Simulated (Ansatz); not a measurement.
MgS built on the zincblende prototype (r2SCAN geometry), in Ansatz:

```
CELL_PARAMETERS angstrom
0.00000 2.83088 2.83088
2.83088 0.00000 2.83088
2.83088 2.83088 0.00000
ATOMIC_POSITIONS crystal
Mg 0.00000 0.00000 0.00000
S 0.25000 0.25000 0.25000
```

G0W0@r2SCAN with 248 empty bands, a screening cutoff of 180 eV and a 6×6×6 mesh (PAW, contour deformation) gives 5.434 eV over the mesh points, from an r2SCAN gap of 4.142 eV; it sums over 256 bands with 259 plane waves in the screening and a wave cutoff of 500 eV. G0W0 values are finite-basis, finite-mesh values. The cell comes from a prototype generator: it can be a known phase or a hypothetical one. Spin polarisation is off.

Task: Estimate the gap with starting point HSE06.

Result: 5.614 eV (+0.180 eV), from a Kohn-Sham gap of 4.528 eV.

Task: Estimate the gap with mesh 8×8×8, empty bands 73, screening cutoff 80 eV.

Result: 5.263 eV (-0.171 eV), from a Kohn-Sham gap of 4.142 eV.

Task: Estimate the gap with starting point PBE0.

Result: 5.829 eV (+0.395 eV), from a Kohn-Sham gap of 5.210 eV.
